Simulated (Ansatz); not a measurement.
# V_N-Sr_Al in AlN (P6_3mc): charge-transition levels and formation energies, part 2 of 2

Wanted: the transition levels of a complex in AlN (P6_3mc), from a cell of 72 host atoms with 1 site emptied and Sr put on another atom's site.

Ansatz; place-levels on r2SCAN runs: charge-transition levels and formation energies with image-charge correction and potential alignment at the atomic sites; PAW set soft_1.

So far: The starting structure; What was run first.

**3. place-levels, r2SCAN**

A charged cell interacts with its images and the background, and its potential has another zero than the host's. place-levels removes the first by a point-charge model, screened by the static dielectric constant since the ions have relaxed around the charge, and the second by comparing potentials at atoms far from the defect.

The host is a run of the defect-free crystal in the same cutoffs, grids and k-points, so that basis and sampling errors cancel in part in the differences. The host is run in a cell of 8 atoms on a matching mesh. Its band edges are searched through the zone by a band path, so the gap is smaller than, or equal to, that on the mesh. Chemical potentials are energies per atom of N (N2 molecule), Al (fcc) and Sr (fcc), run with the same functional and cutoff.

The input, levels.point.yaml:

```yaml
host:
  run: host.point.run
states: [qm1_M1.point.run, q0.point.run, q0_M2.point.run, qp1_M1.point.run, qp2.point.run, qp2_M2.point.run, qp3_M1.point.run]
geometry_from:
  qm1_M1.point.run: qm1_M1.relax.run
  q0.point.run: q0.relax.run
  q0_M2.point.run: q0_M2.relax.run
  qp1_M1.point.run: qp1_M1.relax.run
  qp2.point.run: qp2.relax_smeared.run
  qp2_M2.point.run: qp2_M2.relax.run
  qp3_M1.point.run: qp3_M1.relax.run
  host.point.run: host.relax.run
chemical_potentials:
  "N":
    energy: -384.814403
    dataset: "<sha256 of the dataset>"
  Al:
    energy: -540.418346
    dataset: <sha256 of the dataset>
  Sr:
    energy: -3555.131429
    dataset: "<sha256 of the dataset>"
epsilon: [4.49, 4.49, 4.72]
static_epsilon: [8.15, 8.15, 9.65]
vertical:
  - { from: qm1_M1.point.run, to: qm1_M1.point_neutral.run }
  - { from: qp1_M1.point.run, to: qp1_M1.point_neutral.run }
  - { from: qp2.point.run, to: qp2.point_neutral.run }
  - { from: qp2_M2.point.run, to: qp2_M2.point_neutral.run }
  - { from: qp3_M1.point.run, to: qp3_M1.point_neutral.run }
```

Command:

```console
$ ansatz place-levels levels.point.yaml -- --threads 4 --pin off --max-ram 15073MiB
```

The log of the run:

```text
[... repeated set-up lines and file paths are left out, and long positions are rounded to six places ...]
(+3/+2) 0.260 eV beneath the valence edge (-0.891 eV without the band-filling correction), in the valence band
(+2/+1) 1.500 eV above the valence edge, 3.378 eV under the conduction edge
(+1/0) 1.838 eV above the valence edge, 3.040 eV under the conduction edge
(0/-1) 4.079 eV above the valence edge, 0.799 eV under the conduction edge
formation energy of charge +3: +5.010 eV with the Fermi level at the valence edge
formation energy of charge +2: +4.750 eV with the Fermi level at the valence edge
formation energy of charge +1: +6.250 eV with the Fermi level at the valence edge
formation energy of charge 0: +8.088 eV with the Fermi level at the valence edge
formation energy of charge -1: +12.166 eV with the Fermi level at the valence edge
vertical -1 to 0: no energy, since no alignment is typed
  the change from vertical[0].from (qm1_M1.point.run) to vertical[0].to (qm1_M1.point_neutral.run): by its potential at epsilon [4.49, 4.49, 4.72] it stands at 0.532 0.462 0.446, with an rms radius of about 2.0 Å (0.8 0.9 1.6 Å across the planes of the cell's [...]
vertical +1 to 0: no energy, since no alignment is typed
  the change from vertical[1].from (qp1_M1.point.run) to vertical[1].to (qp1_M1.point_neutral.run): by its potential at epsilon [4.49, 4.49, 4.72] it stands at 0.482 0.417 0.455, with an rms radius of about 1.1 Å (0.6 0.9 0.5 Å across the planes of the cell's [...]
vertical +2 to 0: no energy, since no alignment is typed
  the change from vertical[2].from (qp2.point.run) to vertical[2].to (qp2.point_neutral.run): by its potential at epsilon [4.49, 4.49, 4.72] it stands at 0.469 0.411 0.459, with an rms radius of about 1.6 Å (0.8 1.2 0.9 Å across the planes of the cell's [...]
vertical +2 to 0: no energy, since no alignment is typed
  the change from vertical[3].from (qp2_M2.point.run) to vertical[3].to (qp2_M2.point_neutral.run): by its potential at epsilon [4.49, 4.49, 4.72] it stands at 0.683 0.457 0.446, with an rms radius of about 2.6 Å (2.0 1.7 0.0 Å across the planes of the cell's [...]
vertical +3 to 0: no energy, since no alignment is typed
  the change from vertical[4].from (qp3_M1.point.run) to vertical[4].to (qp3_M1.point_neutral.run): by its potential at epsilon [4.49, 4.49, 4.72] it stands at 0.566 0.466 0.516, with an rms radius of about 2.6 Å (1.6 1.2 1.7 Å across the planes of the cell's [...]
  edges by r2scan, gap 4.878 eV; the host is sampled to repeats of 18.64 Å
  the defect's cells are sampled to repeats of 18.64 Å, like sampling
  charge +3: -36070.5247 eV with its correction of +2.460 eV, at epsilon [8.15, 8.15, 9.65], aligned at sites: +0.0318 eV, mean over 32 atomic sites at or beyond 4.66 Å from the defect at [0.6667, 0.5000, 0.4700], with +0.057719 for the charge's moments and [...]
  charge +2: -36064.4972 eV with its correction of +1.129 eV, at epsilon [8.15, 8.15, 9.65], aligned at sites: +0.0392 eV, mean over 32 atomic sites at or beyond 4.66 Å from the defect at [0.6667, 0.5000, 0.4700], with +0.000046 for the charge's moments and [...]
  charge +1: -36056.0790 eV with its correction of +0.373 eV, at epsilon [8.15, 8.15, 9.65], aligned at sites: +0.1106 eV, mean over 32 atomic sites at or beyond 4.66 Å from the defect at [0.6667, 0.5000, 0.4700], with +0.040987 for the charge's moments and [...]
  charge 0: +0.000 eV for its dipole among its images, +0.080 omitted
  charge -1: -36036.3262 eV with its correction of +0.089 eV, at epsilon [8.15, 8.15, 9.65], aligned at sites: +0.1739 eV, mean over 32 atomic sites at or beyond 4.66 Å from the defect at [0.6667, 0.5000, 0.4700], with +0.000000 for the charge's moments and [...]
  charge +2: states[5] (qp2_M2.point.run) stands 1.693 eV higher, with a moment of 2.00 μB against 0.00
  charge 0: states[2] (q0_M2.point.run) stands 1.802 eV higher, with a moment of 2.00 μB against 0.00
  of states[6] (qp3_M1.point.run): it parts from the run at its places by a charge that spreads by about 1.6 Å along one vector (1.4 Å or more is wide), by its potential at epsilon [4.49, 4.49, 4.72], taken for that of held ions (one typed too small widens [...]
  of states[4] (qp2.point.run): it parts from the run that its charge is read beside by 2 carriers, of which the mean alone is read, by its potential at epsilon [4.49, 4.49, 4.72], taken for that of held ions (one typed too small widens it): that is narrow, [...]
  of states[3] (qp1_M1.point.run): its alignment with the host at atomic sites is doubtful: the mean over the far sites moves by -0.0660 eV from their farther parts to their nearer, more than 0.05 eV. [...]
  of states[1] (q0.point.run): the far atoms show a dipole or second moment of the defect's charge, for which the correction takes or leaves out 0.08 eV: further moments aren't read, and the relaxed atoms' own pattern can pass for one, so compare a larger cell
  of states[0] (qm1_M1.point.run): stability_check_not_made
  of states[5] (qp2_M2.point.run): it parts from the run at its places by a charge that spreads by about 2 Å along one vector (1.4 Å or more is wide), by its potential at epsilon [4.49, 4.49, 4.72], taken for that of held ions (one typed too small widens it), [...]
  of states[2] (q0_M2.point.run): the far atoms show a dipole or second moment of the defect's charge, for which the correction takes or leaves out 0.084 eV: further moments aren't read, and the relaxed atoms' own pattern can pass for one, so compare a larger [...]
  of vertical[0].from (qm1_M1.point.run): stability_check_not_made
  of vertical[1].from (qp1_M1.point.run): stability_check_not_made
  of vertical[2].from (qp2.point.run): it parts from the run that its charge is read beside by 2 carriers, of which the mean alone is read, by its potential at epsilon [4.49, 4.49, 4.72], taken for that of held ions (one typed too small widens it): that is [...]
  of vertical[3].from (qp2_M2.point.run): its moments are held at its close (magnetization.spin_locking), by a field of 0.357 eV a Bohr magneton, and its energy and levels are of the state that this holds: a run that lets them go can end lower; [...]
  of vertical[4].from (qp3_M1.point.run): stability_check_not_made; [...]
```

The job ended after 0.77 s (4 threads of Arm Neoverse V2, shared host).

Levels between the charges placed, in eV above the valence top:

```csv
,gap (eV),(+3/+2),(+2/+1),(+1/0),(0/−1)
r2SCAN,4.88,-0.26,1.50,1.84,4.08
```

Corrections by state:

```csv
charge,moment (μB),image terms and alignment (eV),band filling (eV),ε used,"over the lowest of its charge, as the program ranks them, band filling apart (eV)"
+3,1.0,2.460,-0.630,"principal values (8.15, 8.15, 9.65)",0.000
+2,0.0,1.129,-,"principal values (8.15, 8.15, 9.65)",0.000
+1,1.0,0.373,-,"principal values (8.15, 8.15, 9.65)",0.000
0,0.0,0.000,-,-,0.000
−1,1.0,0.089,-,"principal values (8.15, 8.15, 9.65)",0.000
+2,2.0,1.163,-,"principal values (8.15, 8.15, 9.65)",1.693
0,2.0,0.000,-,-,1.802
```

The charged structures listed were also run neutral, and place-levels reads from each pair, by the potential or the spins, how wide the charge is by which they differ; that can be the carrier of either run.

```csv
charge,rms radius (Å),spread where it is widest against the cell (Å),wide from (Å),reading
+3,2.6,1.55,1.40,wide
+2,1.6,1.16,1.40,narrow
+1,1.1,0.89,1.40,narrow
−1,2.0,1.62,1.72,narrow
```

The neutral runs of these pairs need not share the spin of the lowest neutral state, and very wide values only mean spread over the cell.

From the program's caveats on the states, each cut to its opening words:

- charge +3 (1 μB): it parts from the run at its places by a charge that spreads by about 1.6 Å along one vector (1.4 Å or more is wide), by its potential at epsilon [4.49, 4.49, [...]
- charge +3 (1 μB): a band-filling correction moves a carrier to the host's band edge, which changes its energy by -0.630 eV
- charge +3 (1 μB): its alignment with the host at atomic sites is doubtful: the mean over the far sites moves by -0.0950 eV from their farther parts to their nearer, more than [...]
- charge +3 (1 μB): the far atoms show a dipole or second moment of the defect's charge, for which the correction takes or leaves out 0.205 eV: further moments aren't read, and [...]
- charge +3 (1 μB), +1 (1 μB), −1 (1 μB), +2 (2 μB), 0 (2 μB): flagged: stability check not made
- charge +2: it parts from the run that its charge is read beside by 2 carriers, of which the mean alone is read, by its potential at epsilon [4.49, 4.49, 4.72], taken for [...]
- charge +2: its alignment with the host at atomic sites is doubtful: the mean over the far sites moves by -0.0725 eV from their farther parts to their nearer, more than [...]
- charge +2: the far atoms show a dipole or second moment of the defect's charge, for which the correction takes or leaves out 0.471 eV: further moments aren't read, and [...]
- charge +1 (1 μB): its alignment with the host at atomic sites is doubtful: the mean over the far sites moves by -0.0660 eV from their farther parts to their nearer, more than [...]
- charge +1 (1 μB): the far atoms show a dipole or second moment of the defect's charge, for which the correction takes or leaves out 0.314 eV: further moments aren't read, and [...]
- charge 0: the far atoms show a dipole or second moment of the defect's charge, for which the correction takes or leaves out 0.08 eV: further moments aren't read, and the [...]
- charge +2 (2 μB): it parts from the run at its places by a charge that spreads by about 2 Å along one vector (1.4 Å or more is wide), by its potential at epsilon [4.49, 4.49, [...]
- charge +2 (2 μB): its alignment with the host at atomic sites is doubtful: the mean over the far sites moves by -0.1092 eV from their farther parts to their nearer, more than [...]
- charge +2 (2 μB): the far atoms show a dipole or second moment of the defect's charge, for which the correction takes or leaves out 0.152 eV: further moments aren't read, and [...]

The host's formation energy from the elements is -1.627 eV per atom; it sets how far the chemical potentials can move.

Limit set by the element alone; other compounds of these elements are not counted. Chemical potentials from the elements' reference states: Al 0.00 eV, N -3.25 eV, Sr 0.00 eV. Formation energies (Al-rich), with the Fermi level at the valence top and at the conduction bottom (gap 4.88 eV):

```csv
charge,at valence top (eV),at conduction bottom (eV),correction included (eV)
+3,1.76,16.39,1.83
+2,1.50,11.25,1.13
+1,3.00,7.87,0.37
0,4.83,4.83,0.00
−1,8.91,4.03,0.09
```

```csv
Fermi level (eV),lowest formation energy (eV)
0.00,1.50
0.44,2.38
0.89,3.27
1.33,4.15
1.77,4.77
2.22,4.83
2.66,4.83
3.11,4.83
3.55,4.83
3.99,4.83
4.43,4.48
4.88,4.03
```

Limit set by the element alone; other compounds of these elements are not counted. Chemical potentials from the elements' reference states: N 0.00 eV, Al -3.25 eV, Sr 0.00 eV. Formation energies (N-rich), with the Fermi level at the valence top and at the conduction bottom (gap 4.88 eV):

```csv
charge,at valence top (eV),at conduction bottom (eV),correction included (eV)
+3,1.76,16.39,1.83
+2,1.50,11.25,1.13
+1,3.00,7.87,0.37
0,4.83,4.83,0.00
−1,8.91,4.03,0.09
```

(Fermi level (eV), lowest formation energy (eV)): (0.00, 1.50), (0.44, 2.38), (0.89, 3.27), (1.33, 4.15), (1.77, 4.77), (2.22, 4.83), (2.66, 4.83), (3.11, 4.83), (3.55, 4.83), (3.99, 4.83), (4.43, 4.48), (4.88, 4.03)

**4. Results**

- gap of the host: 4.88 eV (r2SCAN)
- level (plus 3/plus 2): 0.26 eV below the valence top (-0.89 eV above the valence top without the band-filling term)
- level (plus 2/plus 1): 1.50 eV above the valence top
- level (plus 1/0): 1.84 eV above the valence top
- level (0/minus 1): 4.08 eV above the valence top
- lowest of the charges placed, just above the valence top (0.02 eV): +2
- lowest of the charges placed, just below the conduction bottom (0.02 eV): −1
- lowest formation energy at mid-gap of the charges run, Al-rich: 4.83 eV
- lowest formation energy at mid-gap of the charges run, N-rich: 4.83 eV

What this shows: Of the charges placed (−1, 0, +1, +2 and +3), the lowest changes at 1.50 eV (+2/+1), 1.84 eV (+1/0) and 4.08 eV (0/−1) above the valence top, in a gap of 4.88 eV. Charges below −1 were not placed, so these runs say nothing of levels that involve them. States placed: +3 at 1 μB; +2 at 0 μB and 2 μB; +1 at 1 μB; 0 at 0 μB and 2 μB; −1 at 1 μB. Other spin states or structures, where not listed, weren't placed. The program finds carriers beyond a band edge of the host and adds a band-filling term at charge +3 (-0.63 eV); steps to such a charge show no bound level, and a defect level inside a band would be read the same way. Corrections reach 2.5 eV, so the cell is small for these charges and their levels are rough. Sr is taken at its element; compounds, which aren't counted here, bound the chemical potentials and would shift these formation energies. The program doubts the alignment of potentials for at least one state, a sign that the cell is small. Keep in mind: r2SCAN makes the gap too small and tends to spread out bound carriers; where a gas molecule sets a chemical potential or the host's formation energy, its binding is uncorrected; force components of up to 0.13 eV/Å remain in a run at the final settings.

[Logs are printed without paths, hosts, clocks, repeated set-up lines and the standing remarks that a program may print on its own settings, such as how far it seeks lower states.]

[Hosts, paths, dates, database ids (printed as entryN), source tags and the programs' standing remarks are cut or masked in the printed files.]

[Where a table of states has a column of steps, it counts the stored structures, which are thinned; the runs took as many ionic steps or more.]

[A defect's name tells the site on which it was built; relaxed atoms can leave that site.]

[For some hosts the program warned that the k-mesh of the response run may be too coarse for force constants and the static dielectric constant; such warnings are not shown here.]
